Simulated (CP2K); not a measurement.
BAs in CP2K: the effect of functional

The system is BAs.

```
B As
1.0
     2.93437    0.00000    0.00000
     0.00000    2.93437    0.00000
     0.00000    0.00000    2.93437
B As
1 1
Direct
  0.50000 0.50000 0.50000
  0.00000 0.00000 0.00000
```

The cell was built by a generator and needn't be a form met in nature.

Alike in all runs:

- Program: CP2K 2026.2
- Task: atomic charges
- Potentials or basis: POTENTIAL_UZH B GTH-PBE-q3, As GTH-PBE-q5; TZVP-MOLOPT-PBE-GTH basis
- Density cutoff: 9184 eV
- k mesh: 9 × 9 × 9
- Occupations: fermi-dirac, width 0.05 eV
- Spin: no spin polarisation

```tsv
functional	pressure (GPa)
LDA	-0.6
PBEsol	-1.2
OLYP	-3.9
PW91	2.5
RPBE	?
MS2	4.5
```

Problem. What does the run with functional RPBE give?

Solution. Pressure 1.6 GPa.

Caveats: the potentials were made for another functional, which shifts forces and pressure; the basis of atomic orbitals isn't converged, which shifts pressures, moduli and gaps.

Runs at the PBE level aren't shown here.
